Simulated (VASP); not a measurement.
Here is a VASP 6.6.1 calculation.

File INCAR:

```
PREC = Accurate
ENCUT = 520
EDIFF = 1E-6
ISMEAR = 0
SIGMA = 0.03
LREAL = False
LASPH = True
NELM = 80
ALGO = Normal
ISIF = 2
LWAVE = False
LCHARG = False
GGA = CA
NBANDS = 15
```

The input KPOINTS:

```
Automatic mesh
0
Gamma
  8 8 8
```

The input POSCAR:

```
KCl                                     
1.0
    0.0000000000      3.1269960207      3.1269960207
    3.1269960207      0.0000000000      3.1269960207
    3.1269960207      3.1269960207      0.0000000000
  K               Cl            
     1     1
Direct
     0.0000000000000000    0.0000000000000000    0.0000000000000000
     0.5000000000000000    0.5000000000000000    0.5000000000000000
```

Contents of KPOINTS_OPT:

```
explicit points
252
Reciprocal
 0.0000000000  0.0000000000  0.0000000000 1
 0.0357142857  0.0000000000  0.0357142857 1
 0.0714285714  0.0000000000  0.0714285714 1
 0.1071428571  0.0000000000  0.1071428571 1
 0.1428571429  0.0000000000  0.1428571429 1
 0.1785714286  0.0000000000  0.1785714286 1
[... 244 lines left out ...]
 0.4876064200  0.0123935800  0.5000000000 1
 0.5123935800 -0.0123935800  0.5000000000 1
```

Potentials or basis: VASP PAW LDA potentials, release 64 (K_sv, Cl).

Command:

```console
$ cat potpaw_LDA.64/K_sv/POTCAR potpaw_LDA.64/Cl/POTCAR > POTCAR
$ mpirun -np 1 vasp_std > vasp.out
```

(1) Predict the band gap along the path.

(2) Predict the band gap on the k mesh.

Results:

(1) 4.81 eV, direct.

(2) 4.81 eV, direct.

**The experiment to reproduce.**

A printed reference work, monograph reports, for a bulk crystal of KCl: band gap 8.68 eV.

Measured gap of KCl: 8.68 eV (a printed reference work, monograph). This calculation gives 4.81 eV (-3.87 eV). The value is that of LDA, without temperature or zero-point motion. Semilocal functionals fall short of measured gaps as a rule.
